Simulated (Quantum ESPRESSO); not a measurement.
BaTiO3:

```
Ti Ba O
1.0
     4.00600    0.00000    0.00000
     0.00000    4.00600    0.00000
     0.00000    0.00000    4.00600
Ti Ba O
1 1 3
Direct
  0.00000 0.00000 0.00000
  0.50000 0.50000 0.50000
  0.00000 0.00000 0.50000
  0.00000 0.50000 0.00000
  0.50000 0.00000 0.00000
```

- Program: Quantum ESPRESSO 7.5
- Task: Hubbard U by linear response
- Functional: PBE
- Potentials or basis: GBRV 1.5 PBE
- Cutoff: 612 eV
- Density cutoff: 4898 eV
- k mesh: 4 × 4 × 4
- Occupations: fermi-dirac, width 0.05 eV
- Spin: no spin polarisation
- Hubbard terms: Ti d U = 0.0001 eV
- Start of the occupations: default
- Hubbard projectors: ortho-atomic
- Mixing beta: 0.3
- Most SCF iterations: 120
- SCF threshold: 1e-09 Ry
- q mesh: 2 × 2 × 2

The first run showed a gap, so the response started from a second, tighter run with fixed occupations.

Question: What Hubbard parameters does linear response give?

Answer: U = 5.76 eV on Ti 3d. The values belong to these projectors, potentials and this ground state, and don't carry over to other codes.

Hubbard U from linear response:
| site | manifold | U (eV) |
| --- | --- | --- |
| 1 | Ti-3d | 5.76 |
On the first site the bare response is -0.441 and the screened one -0.125 eV⁻¹.

Eigenvalues of the final occupation matrices:
```
   site  spin  trace               eigenvalues
Ti 1 3d  each   0.99  0.16 0.16 0.16 0.26 0.26
```

Caveat: spin-orbit coupling is left out, which moves the levels of the heavy elements.
